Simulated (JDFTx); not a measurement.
A run of JDFTx 1.7.0 (patched build):

The input Zr.in:

```
lattice \
   -3.4851670896     3.5510297142     3.3080411702 \
    3.5153346774    -3.5366148833     3.3594889639 \
    3.3534512890     3.4405941195    -3.3747314949
coords-type Lattice
ion Zr     0.0223870000    -0.0039880000     0.0120070000 1

ion-species pseudo/Zr.upf
elec-cutoff 33
elec-ex-corr gga-PBE
kpoint-folding 10 10 10
elec-smearing Fermi 0.0018374661
elec-n-bands 11
electronic-SCF nIterations 100 energyDiffThreshold 1e-09
electronic-minimize nIterations 30 energyDiffThreshold 1e-7
converge-empty-states yes
forces-output-coords Cartesian

dump-name run.$VAR
dump End Ecomponents EigStats BandEigs Kpoints Forces Stress
```

Potentials or basis: PseudoDojo-SR-PBE-0.5-standard with smoothed tails.

Command:

```sh
$ jdftx -c 1 -i Zr.in -o Zr.out
```

Hardware: 1 thread of Arm Neoverse V2 (shared host).

Q: How long does it take, and how much memory?

A: It took 2.8 min on 1 thread of Arm Neoverse V2 (shared host), peak memory 0.36 GiB. Counts: scf iterations 11, bands 11, k points 504, plane waves 1449.
